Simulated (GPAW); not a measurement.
Write an ASE script for GPAW 26.7.0 that does the following.

```yaml
Task: relaxation of cell and atoms
Functional: PBEsol
Potentials_or_basis: PAW data sets generated in the run's folder for this functional
Cutoff: 800 eV
Basis: pw
k_mesh: 10 × 10 × 10
Occupations: fermi-dirac, width 0.05 eV
Spin: no spin polarisation
Target_pressure: 30 GPa
Maxiter: 150
Optimizer: BFGS
Fmax: 0.02 eV/Å
Max_steps: 60
Target_pressure: 30 GPa
Convergence: density=1e-05 forces=0.0001
```

The system is BP.

```
P B
1.0
     0.00000    2.26900    2.26900
     2.26900    0.00000    2.26900
     2.26900    2.26900    0.00000
P B
1 1
Direct
  0.75000 0.75000 0.75000
  0.00000 0.00000 0.00000
```

The input as run:

run.py

```python
from ase import Atoms
from ase.filters import FrechetCellFilter
from ase.io import write
from ase.optimize import BFGS
from ase.units import GPa
from gpaw import GPAW, PW, setup_paths

setup_paths.insert(0, '.')

atoms = Atoms(['P', 'B'],
              cell=[[0.0, 2.269, 2.269],
                    [2.269, 0.0, 2.269],
                    [2.269, 2.269, 0.0]],
              scaled_positions=[[0.75, 0.75, 0.75],
                                [0.0, 0.0, 0.0]],
              pbc=True)

calc = GPAW(mode=PW(800),
            xc='PBEsol',
            kpts={'size': (10, 10, 10), 'gamma': True},
            occupations={'name': 'fermi-dirac', 'width': 0.05},
            nbands=11,
            convergence={'density': 1e-05, 'forces': 0.0001},
            maxiter=150,
            txt='gpaw.txt')
atoms.calc = calc
opt = BFGS(FrechetCellFilter(atoms, scalar_pressure=30 * GPa), trajectory='relax.traj', logfile='-')
done = opt.run(fmax=0.02, steps=60)
calc.write('gs.gpw')
write('result.traj', atoms)
print('Converged:', done)
print('Cell:', atoms.cell.cellpar().round(4))
print('Volume:', round(atoms.get_volume(), 4))
print(atoms.get_scaled_positions().round(5))
```

Potentials or basis: PAW data sets generated in the run's folder for this functional, pw.

Command:

```sh
$ gpaw-setup -f PBEsol B P
$ OMP_NUM_THREADS=1 python run.py
```

Results of the run:

The relaxed volume is 10.09 Å³/atom and the relaxed cell is a = 3.056 Å, b = 3.056 Å, c = 3.056 Å, α = 60.00°, β = 60.00°, γ = 60.00°. The space group after relaxing (to 0.05 Å) is F-43m (No. 216). The energy change on relaxing (the enthalpy is what falls) is +123.7 meV/atom, the ionic steps are 4 and the pressure after relaxing is 29.8 GPa. The band gap on the k mesh is 0.93 eV, indirect (least direct gap 3.64 eV).

Caveat: later steps reuse the first step's grids.

Wall time 36 s on 1 thread of Arm Neoverse V2 (shared host), peak memory 0.19 GiB.
